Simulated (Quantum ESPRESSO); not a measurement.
A calculation with Quantum ESPRESSO 7.5 of FeO (Wuestite) (ASE script, structure from a P1 CIF):

Contents of run.py:

```python
import numpy as np
from ase.calculators.espresso import Espresso, EspressoProfile
from ase.io import read

atoms = read('FeO.cif')
atoms.set_initial_magnetic_moments([3.0, 0.0])

input_data = {
    'control': {'calculation': 'scf', 'prefix': 'pwscf', 'outdir': './tmp', 'tprnfor': True, 'tstress': True, 'disk_io': 'nowf'},
    'system': {'ecutwfc': 56.0, 'ecutrho': 448.0, 'nbnd': 21, 'occupations': 'smearing', 'smearing': 'fd', 'degauss': 0.00367493, 'nspin': 2},
    'electrons': {'conv_thr': 4e-10, 'electron_maxstep': 120, 'mixing_beta': 0.3},
}
pseudopotentials = {'Fe': 'fe_pbesol_v1.5.uspp.F.UPF', 'O': 'o_pbesol_v1.2.uspp.F.UPF'}
profile = EspressoProfile(command='mpirun -n 2 pw.x -nk 2', pseudo_dir='pseudo')
dft = Espresso(profile=profile, input_data=input_data, pseudopotentials=pseudopotentials, kpts=(11, 11, 11), koffset=(0, 0, 0))
atoms.calc = dft

print(f'energy {atoms.get_potential_energy():.8f} eV')
print('forces (eV/A)')
print(np.round(atoms.get_forces(), 6))
print('stress (eV/A^3, Voigt)')
print(np.round(atoms.get_stress(), 8))
print(f'Fermi level {dft.get_fermi_level():.4f} eV')
```

File FeO.cif:

```cif
data_FeO
_cell_length_a 3.04819591
_cell_length_b 3.04819591
_cell_length_c 3.04819591
_cell_angle_alpha 60.00000000
_cell_angle_beta 60.00000000
_cell_angle_gamma 60.00000000
_space_group_name_H-M_alt 'P1'
_space_group_name_Hall 'P 1'
_space_group_IT_number 1
loop_
_space_group_symop_operation_xyz
'x,y,z'
loop_
_atom_site_label
_atom_site_type_symbol
_atom_site_symmetry_multiplicity
_atom_site_Wyckoff_symbol
_atom_site_fract_x
_atom_site_fract_y
_atom_site_fract_z
_atom_site_occupancy
Fe1 Fe 1 a 0.0000000000 0.0000000000 0.0000000000 1
O1 O 1 a 0.5000000000 0.5000000000 0.5000000000 1
```

Potentials or basis: GBRV 1.5 PBEsol.

Run with:

```sh
$ OMP_NUM_THREADS=1 python run.py
```

**Question.** Write the same calculation in another form: native input, structure typed inline.

**Answer.** As run:

pw.in

```
&CONTROL
  calculation = 'scf'
  prefix = 'pwscf'
  outdir = './tmp'
  pseudo_dir = './pseudo'
  tprnfor = .true.
  tstress = .true.
  disk_io = 'low'
/
&SYSTEM
  ibrav = 0
  nat = 2
  ntyp = 2
  ecutwfc = 56
  ecutrho = 448
  nbnd = 21
  occupations = 'smearing'
  smearing = 'fd'
  degauss = 0.00367493
  nspin = 2
  starting_magnetization(1) = 0.1875
  starting_magnetization(2) = 0
/
&ELECTRONS
  conv_thr = 4d-10
  electron_maxstep = 120
  mixing_beta = 0.3
/
ATOMIC_SPECIES
Fe    55.8450 fe_pbesol_v1.5.uspp.F.UPF
O     15.9990 o_pbesol_v1.2.uspp.F.UPF
CELL_PARAMETERS angstrom
   0.0000000000    2.1554000000    2.1554000000
   2.1554000000    0.0000000000    2.1554000000
   2.1554000000    2.1554000000    0.0000000000
ATOMIC_POSITIONS crystal
Fe     0.0000000000    0.0000000000    0.0000000000
O      0.5000000000    0.5000000000    0.5000000000
K_POINTS automatic
11 11 11 0 0 0
```

pp_density.in

```
&INPUTPP
  prefix = 'pwscf'
  outdir = './tmp'
  filplot = 'density.dat'
  plot_num = 0
/
&PLOT
  nfile = 1
  filepp(1) = 'density.dat'
  iflag = 3
  output_format = 6
  fileout = 'density.cube'
/
```

File pp_potential.in:

```
&INPUTPP
  prefix = 'pwscf'
  outdir = './tmp'
  filplot = 'potential.dat'
  plot_num = 11
/
&PLOT
  nfile = 1
  filepp(1) = 'potential.dat'
  iflag = 3
  output_format = 6
  fileout = 'potential.cube'
/
```

File pp_spin.in:

```
&INPUTPP
  prefix = 'pwscf'
  outdir = './tmp'
  filplot = 'spin.dat'
  plot_num = 6
/
&PLOT
  nfile = 1
  filepp(1) = 'spin.dat'
  iflag = 3
  output_format = 6
  fileout = 'spin.cube'
/
```

Potentials or basis: GBRV 1.5 PBEsol.

Run with:

```sh
$ OMP_NUM_THREADS=1 mpirun -n 2 pw.x -nk 2 -in pw.in > pw.out
$ OMP_NUM_THREADS=1 mpirun -n 1 pp.x -in pp_density.in > pp_density.out
$ OMP_NUM_THREADS=1 mpirun -n 1 pp.x -in pp_potential.in > pp_potential.out
$ OMP_NUM_THREADS=1 mpirun -n 1 pp.x -in pp_spin.in > pp_spin.out
```

Both were run:

|  | ASE script, structure from a P1 CIF | native input, structure typed inline |
| --- | --- | --- |
| Pressure | -8.4 GPa | -8.4 GPa |
| Band gap on the k mesh | none (metal or under the smearing width) | none (metal or under the smearing width) |
| Net moment | 4.00 μB per cell | 4.00 μB per cell |
| Absolute moment | 4.01 μB per cell | 4.01 μB per cell |
| Site moments | Fe +3.46; O +0.32 μB | Fe +3.46; O +0.32 μB |
| Valence electrons inside the program's atomic spheres | Fe 13.53; O 5.81 | Fe 13.53; O 5.81 |

Keys that steer only the numerical path or the files written may differ.

Caveat: a cell with one magnetic atom can't hold antiferromagnetic order, which such compounds often take; semilocal functionals often make such compounds metallic where correlation or magnetic order opens a gap, which also shifts bond lengths.
